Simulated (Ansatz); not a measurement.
# SrVO3

Method: PBE with spin–orbit coupling; two-component spinors; PAW, 420 eV, 8×8×8 k-mesh, Gaussian smearing of 0.05 eV; code Ansatz. The datasets are Ansatz's generated set soft_2.

```xyz
5
Lattice="3.8580 0.0000 0.0000 0.0000 3.8580 0.0000 0.0000 0.0000 3.8580" Properties=species:S:1:pos:R:3 pbc="T T T"
Sr    1.9290    1.9290    1.9290
V     0.0000    0.0000    0.0000
O     1.9290    0.0000    0.0000
O     0.0000    1.9290    0.0000
O     0.0000    0.0000    1.9290
```

The chain of runs began from a cell as deposited in COD, expanded in volume.

Magnetic state: ferromagnetic, site spin moments V 0.13 μB, along [001] (Cartesian), which lowers the symmetry.

Cell and atoms are those of this level's equilibrium.

The cell has space group Pm-3m (read at 0.01 Å). In it the stress is 0.00, 0.00, 0.00, 0.00, 0.00, 0.00 GPa and the largest force component 0.000 eV/Å. Each change below starts from this cell, without further relaxation. Stress is in GPa, positive in compression, in the order xx, yy, zz, yz, xz, xy; energies are counted from the cell above and are free energies with the smearing's entropy, which match forces and stress in a metal.

Question: One atom was moved along a Cartesian axis, and these forces appeared. Which atom, and about how far?
| atom | Fx (eV/Å) | Fy | Fz |
| --- | --- | --- | --- |
| Sr1 | 0.000 | 0.000 | -0.327 |
| V2 | 0.000 | 0.000 | 0.210 |
| O3 | 0.000 | 0.000 | 0.027 |
| O4 | 0.000 | 0.000 | 0.027 |
| O5 | 0.000 | 0.000 | 0.063 |

Answer: Atom 1 (Sr) is moved by 0.08 Å along z; the energy changes by 13.0 meV per cell.

Question: A single strain component, atoms carried along, gave the stress -1.28, -1.28, -2.66, 0.00, 0.00, 0.00. Which component, and about how large?

Answer: An engineering strain of 1 % in zz; the energy changes by 4.6 meV per cell.

So small a moment in a metal hangs on mesh and smearing, and semilocal functionals can overstate it, so the real crystal may have none. Site moments are of spin, integrated over Gaussian weights of 0.5 Å, which gives about a tenth less on f atoms than spheres do. No antiparallel order was tried, and in such compounds it can hold moments and open a gap where a parallel start collapses.
